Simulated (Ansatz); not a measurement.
# What a change of settings does to a run on Hf

The cell comes from COD entry 1522789, which wasn't checked; take it as a given geometry. The listed cell was then made from it by scaling, straining or moving an atom.

First run: DFT, PBE, PAW with Ansatz's default frozen-core files, scalar-relativistic (Ansatz 0.2.0).

Command: `ansatz run input.yaml --threads 1 --pin off --max-ram 2048MiB --backend cpu --events-out ev --progress --plain --runs-dir out` The run took 4.4 s on 1 thread of Intel(R) Xeon(R) 6975P-C (Granite Rapids), with other jobs on the host.

```yaml
crystal:
  lattice:
    - [-1.7916129179, 1.7916129179, 1.832075]
    - [1.7916129179, -1.7916129179, 1.832075]
    - [1.7916129179, 1.7916129179, -1.832075]
  atoms:
    - { symbol: Hf, position: [0.0, 0.0, 0.0] }
kpoints:
  mp_grid: { grid: [16, 16, 16] }
scf:
  occupations: { method: fermi_dirac, width: 0.08 }
hamiltonian:
  xc: pbe
  pseudopotentials: { kind: paw }
output:
  forces: true
  stress: true
  eigenvalues: true
  efg: { contact_densities: true }
```

Result: converged; pressure -4.75 GPa; no gap on the k mesh; 6 SCF iterations.

No spin–orbit coupling, which matters for the heavy atoms here.

The input is then changed:

```diff
@@ -5,5 +5,5 @@
     - [1.7916129179, 1.7916129179, -1.832075]
   atoms:
-    - { symbol: Hf, position: [0.0, 0.0, 0.0] }
+    - { symbol: Hf, position: [0.0, 0.0, 0.0], spin: -2.0 }
 kpoints:
   mp_grid: { grid: [16, 16, 16] }
@@ -18,3 +18,5 @@
   eigenvalues: true
   efg: { contact_densities: true }
+magnetization:
+  spin_polarized: true
```

(1) What does the second run give?

Results:

(1) It converged; pressure -4.75 GPa; moment 0.00 μB; 12 SCF iterations.
